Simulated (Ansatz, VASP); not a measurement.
# SnSe2: VASP beside Ansatz

```
Sn Se
1.0
     3.83992    0.00000    0.00000
    -1.91996    3.32547    0.00000
     0.00000    0.00000    6.00813
Sn Se
1 2
Direct
  0.00000 0.00000 0.00000
  0.33333 0.66667 0.26527
  0.66667 0.33333 0.73473
```

Alike in both runs: functional PBE; dispersion D3(BJ); k mesh 14 × 14 × 10; occupations gaussian, width 0.02 eV; no spin polarisation.

Ansatz relaxed the structure, and its values are those at the end. VASP's run is a single point on that final structure, the one shown.

```csv
,VASP,Ansatz
version,VASP 6.6.1,Ansatz 0.2.0
potentials or method,"VASP PAW PBE potentials, release 64 (Sn_d, Se)","scalar-relativistic, plane waves, PAW"
plane-wave cutoff (eV),520,420
valence electrons in the cell,26,46
```

Ansatz gave:

| Quantity | Value |
| --- | --- |
| gap on the k mesh at the Fermi level (eV) | 0.36 |
| least direct gap on the mesh (eV) | 0.82 |
| pressure (GPa) | 0.0 |
| rms of the force components (eV/Å) | 0.000 |
| dispersion energy (meV/atom) | -364.1 |

Task: What did VASP give for the same quantities?

Result: gap on the k mesh at the Fermi level (eV): 0.36; least direct gap on the mesh (eV): 0.81; pressure (GPa): 0.1; rms of the force components (eV/Å): 0.006; dispersion energy (meV/atom): -364.0.

The two sets of potentials don't hold the same shells in valence.

Caveats: spin-orbit coupling is left out, which moves the levels of the heavy elements.
